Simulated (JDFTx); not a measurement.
ZrSe2 under changes of volume

One of the cells (25.784 Å³/atom); the others are scaled copies at fixed shape and fractional positions:

```
Zr Se
1.0
     3.79800    0.00000    0.00000
    -1.89900    3.28916    0.00000
     0.00000    0.00000    6.19200
Zr Se
1 2
Direct
  0.00000 0.00000 0.00000
  0.66667 0.33333 0.75000
  0.33333 0.66667 0.25000
```

| Property | Result |
| --- | --- |
| Program | JDFTx 1.7.0 (patched build) |
| Functional | PBE |
| Potentials or basis | PseudoDojo-SR-PBE-0.5-standard |
| Cutoff | 1170 eV |
| Density cutoff | 9361 eV |
| k mesh | 8 × 8 × 5 |
| Occupations | fermi-dirac, width 0.05 eV |
| Spin | no spin polarisation |

| volume (Å³/atom) | energy over the lowest point (meV/atom) | pressure (GPa) | gap on the mesh (eV) | largest force (eV/Å) |
| --- | --- | --- | --- | --- |
| 24.237 | 49.47 | 7.8 | 0.33 | 1.026 |
| 24.753 | 27.93 | 5.6 | 0.36 | 0.761 |
| 25.268 | 12.90 | 3.7 | 0.38 | 0.518 |
| 25.784 | 3.77 | 2.0 | 0.40 | 0.292 |
| 26.300 | 0.00 | 0.4 | 0.43 | 0.077 |
| 26.815 | ? | ? | ? | ? |
| 27.331 | 6.46 | -2.3 | 0.46 | 0.303 |

Problem. What does the run at 26.815 Å³/atom give?

Solution. Energy over the lowest point 1.04 meV/atom; pressure -1.0 GPa; gap on the mesh 0.45 eV; largest force 0.119 eV/Å.

Worked out: A Birch-Murnaghan fit of order 3 (a polynomial in V^(-2/3)) to the other rows has its minimum at 26.44 Å³/atom with B0 = V·E''(V) = 75 GPa and B' = 4.1 at fixed shape and positions, which overstates the stiffness. It gives 1.04 meV/atom at 26.815 Å³/atom, against the run's 1.04, and -dE/dV = -1.0 GPa, against -1.0. A straight line through the other rows of the gap, of slope 1.09 eV per unit of ln V, gives 0.44 eV, against the run's 0.45.

Energies are extrapolated to zero smearing.

Caveats: an odd mesh through Γ misses points on the zone boundary, where band edges often lie; this functional lacks dispersion, which binds the layers, so the pressure and a relaxed spacing across them are unreliable; forces of over 1 eV/Å show positions far from the minimum, so gaps and moduli don't describe the material at rest (some runs). Spin-orbit coupling on Se, Zr is left out.
